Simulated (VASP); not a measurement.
# IrO2 (P4_2/mnm) in VASP: notebook, part 2 of 2

VASP 6.6.1. Earlier steps stand in the parts before.

**4. Single point, PBE+D3(BJ)**

This run uses another cell than the first one, of 10.75 Å³/atom, 1.002 times its volume.

Input file INCAR:

```
SYSTEM = IrO2
  ALGO = Fast
  EDIFF = 1E-7
  ENCUT = 520
  GGA = PE
  ISIF = 2
  ISMEAR = 0
  IVDW = 12
  LASPH = .True.
  LCHARG = .True.
  LELF = .True.
  LREAL = .False.
  LVHAR = .True.
  LWAVE = .False.
  NBANDS = 30
  NELM = 80
  PREC = Accurate
  SIGMA = 0.1
```

Input file KPOINTS:

```
k-points
0
Gamma
  4 4 6
  0 0 0
```

Input file POSCAR:

```
IrO2
1.0
    4.5053138700      0.0000000000      0.0000000000
    0.0000000000      4.5053138700      0.0000000000
    0.0000000000      0.0000000000      3.1767063100
Ir O
2 4
Direct
    0.5000000000      0.5000000000      0.5000000000
    0.0000000000      0.0000000000      0.0000000000
    0.6913366900      0.6913366900      0.0000000000
    0.8086633100      0.1913367100      0.5000000000
    0.3086633100      0.3086633100      0.0000000000
    0.1913367100      0.8086633100      0.5000000000
```

Potentials or basis: VASP PAW PBE potentials, release 64 (Ir, O).

The run is started by

```sh
cat potpaw_PBE.64/Ir/POTCAR potpaw_PBE.64/O/POTCAR > POTCAR
mpirun -np 1 vasp_std > vasp.out
```

OUTCAR:

```text
SYSTEM = IrO2
   EDIFF = 1E-7
   ENCUT = 520
   GGA = PE
   ISIF = 2
   ISMEAR = 0
   IVDW = 12
   LASPH = .True.
   LREAL = .False.
   NELM = 80
   PREC = Accurate
 IVDW          = 12

 ion  position               nearest neighbor table
   1  0.500  0.500  0.500-   4 1.97   6 1.97   5 2.00   3 2.00   3 2.00   5 2.00
   2  0.000  0.000  0.000-   3 1.97   5 1.97   4 2.00   6 2.00   4 2.00   6 2.00
   3  0.691  0.691  0.000-   2 1.97   1 2.00   1 2.00
   4  0.809  0.191  0.500-   1 1.97   2 2.00   2 2.00
   5  0.309  0.309  0.000-   2 1.97   1 2.00   1 2.00
   6  0.191  0.809  0.500-   1 1.97   2 2.00   2 2.00

  LATTYP: Found a simple tetragonal cell.
 ALAT       =     4.5053138700
 C/A-ratio  =     0.7051021087

  Lattice vectors:

 A1 = (   4.5053138700,   0.0000000000,   0.0000000000)
 A2 = (   0.0000000000,   4.5053138700,   0.0000000000)
 A3 = (   0.0000000000,   0.0000000000,   3.1767063100)

Analysis of symmetry for initial positions (statically):
=====================================================================
 Subroutine PRICEL returns:
 Original cell was already a primitive cell.

 Routine SETGRP: Setting up the symmetry group for a
 simple tetragonal supercell.

 Subroutine GETGRP returns: Found 16 space group operations
 (whereof  8 operations were pure point group operations)
 out of a pool of 16 trial point group operations.

The static configuration has the point symmetry D_2h.
 The point group associated with its full space group is D_4h.

Analysis of symmetry for dynamics (positions and initial velocities):
=====================================================================
 Subroutine PRICEL returns:
 Original cell was already a primitive cell.

 Routine SETGRP: Setting up the symmetry group for a
 simple tetragonal supercell.

 Subroutine GETGRP returns: Found 16 space group operations
 (whereof  8 operations were pure point group operations)
 out of a pool of 16 trial point group operations.

The dynamic configuration has the point symmetry D_2h.
 The point group associated with its full space group is D_4h.

 Subroutine INISYM returns: Found 16 space group operations
 (whereof  8 operations are pure point group operations),
 and found     1 'primitive' translations

----------------------------------------------------------------------------------------

                                     Primitive cell

  volume of cell :      64.4803

  direct lattice vectors                    reciprocal lattice vectors
     4.505313870  0.000000000  0.000000000     0.221960118  0.000000000  0.000000000
     0.000000000  4.505313870  0.000000000     0.000000000  0.221960118  0.000000000
     0.000000000  0.000000000  3.176706310     0.000000000  0.000000000  0.314791455

  length of vectors
     4.505313870  4.505313870  3.176706310     0.221960118  0.221960118  0.314791455

  position of ions in fractional coordinates (direct lattice)
     0.500000000  0.500000000  0.500000000
     0.000000000  0.000000000  0.000000000
     0.691336690  0.691336690  0.000000000
     0.808663310  0.191336710  0.500000000
     0.308663310  0.308663310  0.000000000
     0.191336710  0.808663310  0.500000000

[... 37 lines left out ...]
  0.000000  0.000000  0.000000      1.000000
  0.250000  0.000000  0.000000      4.000000
  0.500000  0.000000  0.000000      2.000000
  0.250000  0.250000  0.000000      4.000000
  0.500000  0.250000  0.000000      4.000000
  0.500000  0.500000  0.000000      1.000000
[... 16 lines left out ...]
  0.500000  0.250000  0.500000      4.000000
  0.500000  0.500000  0.500000      1.000000
   k-points           NKPTS =     24   k-points in BZ     NKDIM =     24   number of bands    NBANDS=     30
   number of dos      NEDOS =    301   number of ions     NIONS =      6
   total plane-waves  NPLWV =  31104
   dimension x,y,z NGX =    36 NGY =   36 NGZ =   24
   dimension x,y,z NGXF=    72 NGYF=   72 NGZF=   48
   ions per type =               2   4
   NGX,Y,Z   is equivalent  to a cutoff of  13.28, 13.28, 12.56 a.u.
   NGXF,Y,Z  is equivalent  to a cutoff of  26.57, 26.57, 25.12 a.u.
 SYSTEM =  IrO2
   PREC   = accura    normal or accurate (medium, high low for compatibility)
   ISTART =      0    job   : 0-new  1-cont  2-samecut
   ICHARG =      2    charge: 1-file 2-atom 10-const
   ISPIN  =      1    spin polarized calculation?
   LNONCOLLINEAR =      F non collinear calculations
   LSORBIT =      F    spin-orbit coupling
   LASPH  =      T    aspherical Exc in radial PAW
   ENCUT  =  520.0 eV  38.22 Ry    6.18 a.u.   8.38  8.38  5.91*2*pi/ulx,y,z
   NELM   =     80;   NELMIN=  2; NELMDL= -5     # of ELM steps
   EDIFF  = 0.1E-06   stopping-criterion for ELM
   LREAL  =      F    real-space projection
   EDIFFG = 0.1E-05   stopping-criterion for IOM
   NSW    =      0    number of steps for IOM
   IBRION =     -1    ionic relax: 0-MD 1-quasi-New 2-CG
   NFREE  =      0    steps in history (QN), initial steepest desc. (CG)
   ISIF   =      2    stress and relaxation
   ISYM   =      2    0-nonsym 1-usesym 2-fastsym
   POTIM  = 0.5000    time-step for ionic-motion
   TEBEG  =    0.0;   TEEND  =   0.0 temperature during run
   PSTRESS=    0.0 pullay stress
   NELECT =      42.0000    total number of electrons
   NUPDOWN=      -1.0000    fix difference up-down
   EMIN   =  10.00;   EMAX   =-10.00  energy-range for DOS
   EFERMI =   0.00;   METHOD = LEGACY
   ISMEAR =     0;   SIGMA  =   0.10  broadening in eV -4-tet -1-fermi 0-gaus
   EFERMI_NEDOS =   21; number of points for ismear=-14 and -15
   IALGO  =     68    algorithm
   IMIX   =      4    mixing-type and parameters
     AMIX     =   0.40;   BMIX     =  1.00
     AMIX_MAG =   1.60;   BMIX_MAG =  1.00
  volume/ion in A,a.u.               =      10.75        72.52
  Fermi-wavevector in a.u.,A,eV,Ry     =   1.419108  2.681726 27.400342  2.013868
  Thomas-Fermi vector in A             =   2.540163
   LORBIT       =      0    0 simple, 1 ext, 2 COOP (PROOUT), +10 PAW based schemes
   GGA     = PE    functional components
   LHFCALC =     F    Hartree Fock is set to
   AEXX    =    0.0000 exact exchange contribution
   IVDW    =    12    specifies the selected vdW correction
   LEPSILON=     F    determine dielectric tensor
   LRPA    =     F    only Hartree local field effects (RPA)
 non-spin polarized calculation
 RMM-DIIS sequential band-by-band and
 Gauss-broadening in eV      SIGMA  =   0.10
  energy-cutoff  :      520.00
  volume of cell :       64.48
 maximum number of plane-waves:      1764
 NGX is ok and might be reduce to    36
   NGX = 17   NGY = 17   NGZ = 11

 number of electron      41.9999995 magnetization

 Free energy of the ion-electron system (eV)
  ---------------------------------------------------
  ext. energy  EPLUGINS =         0.00000000
  ---------------------------------------------------
  free energy    TOTEN  =       -42.24782494 eV

  energy without entropy =      -42.22911910  energy(sigma->0) =      -42.23847202

 E-fermi :   6.0608     XC(G=0): -11.9674

 val. band max:        6.0155155309   @ k =   0.5000   0.2500   0.3333
 cond. band min:       6.0764459318   @ k =   0.5000   0.2500   0.0000
 fundamental gap:      0.0609304009
 Fermi energy:         6.0608341045

 k-point     1 :       0.0000    0.0000    0.0000
  band No.  band energies     occupation
      1     -15.0662      2.00000
      2     -13.8771      2.00000
      3     -12.8153      2.00000
      4     -12.8153      2.00000
      5      -3.6675      2.00000
      6      -3.4310      2.00000
[... 781 lines left out ...]
     29      15.8742      0.00000
     30      15.8755      0.00000

------------------------ aborting loop because EDIFF is reached ----------------------------------------

 Edisp (eV)   -1.47639

 E8    (eV) :    -0.5762

  FORCE on cell =-STRESS in cart. coord.  units (eV):
  Direction    XX          YY          ZZ          XY          YZ          ZX
  --------------------------------------------------------------------------------------
  -------------------------------------------------------------------------------------
  Total       0.58707     0.58707     0.87214    -0.00000     0.00000     0.00000
  in kB      14.58733    14.58733    21.67065    -0.00000     0.00000     0.00000
  external pressure =       16.95 kB  Pullay stress =        0.00 kB

 VOLUME and BASIS-vectors are now :
 -----------------------------------------------------------------------------
  energy-cutoff  :      520.00
  volume of cell :       64.48
      direct lattice vectors                 reciprocal lattice vectors
     4.505313870  0.000000000  0.000000000     0.221960118  0.000000000  0.000000000
     0.000000000  4.505313870  0.000000000     0.000000000  0.221960118  0.000000000
     0.000000000  0.000000000  3.176706310     0.000000000  0.000000000  0.314791455

 POSITION                                       TOTAL-FORCE (eV/Angst)
 -----------------------------------------------------------------------------------
      2.25266      2.25266      1.58835         0.000000      0.000000      0.000000
      0.00000      0.00000      0.00000         0.000000      0.000000      0.000000
      3.11469      3.11469      0.00000        -0.000905     -0.000905      0.000000
      3.64328      0.86203      1.58835         0.000905     -0.000905      0.000000
      1.39063      1.39063      0.00000         0.000905      0.000905      0.000000
      0.86203      3.64328      1.58835        -0.000905      0.000905      0.000000
 -----------------------------------------------------------------------------------
    total drift:                               -0.000121     -0.000121     -0.000000

  FREE ENERGIE OF THE ION-ELECTRON SYSTEM (eV)
  ---------------------------------------------------
  free  energy   TOTEN  =       -43.7242141736 eV

  energy  without entropy=      -43.7055083386  energy(sigma->0) =      -43.71486126
```

Run time: 1.9 min. Hardware: 1 thread of Intel Xeon Platinum 8375C at 2.90GHz (Ice Lake), shared host; peak memory 0.2 GiB.

Results:

* Free energy: -43.7242 eV
* Pressure: 1.7 GPa
* Band gap on the k mesh: none (metal or under the smearing width)
* Dispersion energy per atom: -0.246 eV

Stress tensor (GPa, compression positive):
```
1.46 0.00 0.00
0.00 1.46 0.00
0.00 0.00 2.17
```

Levels at points of the mesh, in eV from the Fermi level:
| k point | band 19 | band 20 | band 21 | band 22 | band 23 | band 24 |
| --- | --- | --- | --- | --- | --- | --- |
| (0.00, 0.00, 0.00) | -2.30 | -2.24 | -2.14 | 0.76 | 1.26 | 4.15 |
| (0.50, 0.00, 0.00) | -1.27 | -1.27 | -0.26 | -0.26 | 3.58 | 3.58 |
| (0.50, 0.50, 0.00) | -2.35 | -2.35 | 0.23 | 0.23 | 2.49 | 2.49 |
| (0.00, 0.00, 0.50) | -0.65 | -0.65 | 0.28 | 0.28 | 2.25 | 2.25 |
| (0.50, 0.00, 0.50) | -1.76 | -1.76 | 0.55 | 0.55 | 1.12 | 1.12 |
| (0.50, 0.50, 0.50) | -1.17 | -1.17 | -0.45 | -0.45 | 2.20 | 2.20 |

Caveat: pairwise dispersion overbinds metals, which lowers pressure and volume.

**5. The runs side by side**

| task | cell | k mesh | cutoff (eV) | gap on the mesh (eV) | pressure (GPa) |
| --- | --- | --- | --- | --- | --- |
| single point | P4_2/mnm, 10.72 Å³/atom | 8 × 8 × 12 | 520 | none | 2.5 |
| relaxation of cell and atoms | relaxed | 8 × 8 × 12 | 600 | none | 0.0 |
| single point | P4_2/mnm, 10.75 Å³/atom | 4 × 4 × 6 | 520 | none | 1.7 |

Alike in all rows: level PBE+D3(BJ); potentials or basis VASP PAW PBE potentials, release 64 (Ir, O); no spin polarisation; smearing gaussian 0.1 eV.

Caveats: pairwise dispersion overbinds metals, which lowers pressure and volume.

Absolute energies hang on the potentials; compare differences alone.
